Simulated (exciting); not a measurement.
Consider CdS (Greenockite), space group P6_3mc.

```xyz
4
Lattice="4.1500 0.0000 0.0000 -2.0750 3.5940 0.0000 0.0000 0.0000 6.7370" Properties=species:S:1:pos:R:3 pbc="T T T"
Cd    2.0750    1.1980    3.3685
Cd    0.0000    2.3960    0.0000
S     2.0750    1.1980    5.8949
S     0.0000    2.3960    2.5264
```

Absorber: atom 1, with 4 S at 2.53 Å (tetrahedral, site symmetry 3m). Method: exciting, all-electron LAPW+lo, PBE, exchange and screened direct term (singlet BSE), 4×4×2 shifted k points, 35 conduction bands, |G+q| up to 3 bohr⁻¹ (2 in the exchange term), full RPA screening with nempty = 65, Lorentzian half width 1.25 eV.

The database entry behind the starting cell differs from later determinations by our own check (about 0.35 % long), so it need not match the best structure at ambient conditions.

Question: What does the Cd L₃ spectrum look like, and is there a bound core exciton?

Bound core exciton? Undecided on this mesh: the first bright state (over 5 % of the brightest) lies at 0.39 eV from the Kohn–Sham onset and at -0.74 eV from the lowest bare transition of its own mesh. Maxima (height): 3.6 eV (0.85), 10.2 eV (1.00) and 18.8 eV (0.98).

Energy from the Kohn–Sham onset, core level to the lowest empty state found on the meshes used; Im ε in relative units:

```tsv
E (eV)	Im ε
-9.0	0.03
-8.5	0.03
-8.0	0.03
-7.5	0.03
-7.0	0.04
-6.5	0.04
-6.0	0.04
-5.5	0.05
-5.0	0.05
-4.5	0.06
-4.0	0.07
-3.5	0.07
-3.0	0.08
-2.5	0.10
-2.0	0.12
-1.5	0.14
-1.0	0.18
-0.5	0.24
0.0	0.31
0.5	0.40
1.0	0.48
1.5	0.57
2.0	0.66
2.5	0.74
3.0	0.81
3.5	0.84
4.0	0.84
4.5	0.82
5.0	0.82
5.5	0.82
6.0	0.81
6.5	0.81
7.0	0.84
7.5	0.89
8.0	0.91
8.5	0.91
9.0	0.91
9.5	0.95
10.0	0.99
10.5	0.99
11.0	0.95
11.5	0.92
12.0	0.91
12.5	0.90
13.0	0.87
13.5	0.85
14.0	0.82
14.5	0.81
15.0	0.81
15.5	0.82
16.0	0.85
16.5	0.88
17.0	0.91
17.5	0.94
18.0	0.96
18.5	0.98
19.0	0.98
19.5	0.96
20.0	0.93
20.5	0.88
```

Binding energies aren't converged on 32 k points, and fine structure above the first lines is partly noise of the mesh. The kernel cutoff is low for a compact core orbital, so the effect of exchange is a lower bound. The zero comes from the unshifted 4×4×2 ground-state mesh; it is exact only where the band minimum lies on that mesh. The conduction states carry no spin here, so the exchange coupling to the spinor core hole is only partly held. This core level is treated alone, with no coupling to its spin–orbit partner. The structure is a published determination, not relaxed.

[Banner, clock and machine lines of the logs are left out without a mark of their own.]

[Logs are printed without paths, hosts, clocks, repeated set-up lines and the standing remarks that a program may print on its own settings, such as how far it seeks lower states.]

[Hosts, paths, dates, database ids (printed as entryN), source tags and the programs' standing remarks are cut or masked in the printed files.]
